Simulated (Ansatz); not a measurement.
BaO (started from an entry of an open crystallographic database) (r2SCAN geometry), in Ansatz:

```cif
data_structure
_symmetry_space_group_name_H-M 'Fm-3m'
_symmetry_Int_Tables_number 225
_cell_length_a 5.5439
_cell_length_b 5.5439
_cell_length_c 5.5439
_cell_angle_alpha 90.000
_cell_angle_beta 90.000
_cell_angle_gamma 90.000
_cell_volume 170.39
loop_
_atom_site_label
_atom_site_type_symbol
_atom_site_symmetry_multiplicity
_atom_site_Wyckoff_symbol
_atom_site_fract_x
_atom_site_fract_y
_atom_site_fract_z
_atom_site_occupancy
Ba1 Ba 4 a 0.00000 0.00000 0.00000 1
O1 O 4 b 0.50000 0.00000 0.00000 1
```

G0W0@PBE with 160 empty bands, a screening cutoff of 140 eV and a 4×4×4 mesh (PAW, contour deformation) gives 3.148 eV over the mesh points, from a PBE gap of 2.046 eV; it sums over 168 bands with 169 plane waves in the screening and a wave cutoff of 420 eV. No extrapolation in bands, cutoff or mesh was made for G0W0. Calculated for a static, non-magnetic cell.

**Question.** Estimate the gap with starting point LDA.

**Answer.** 3.242 eV (+0.094 eV), from a Kohn-Sham gap of 1.908 eV.

**Question.** Estimate the gap with empty bands 69, screening cutoff 80 eV.

**Answer.** 3.008 eV (-0.140 eV), from a Kohn-Sham gap of 2.046 eV.

**Question.** Estimate the gap with potentials of the kind norm-conserving.

**Answer.** 3.157 eV (+0.009 eV), from a Kohn-Sham gap of 2.047 eV.

The runs are scalar-relativistic, without spin-orbit coupling.
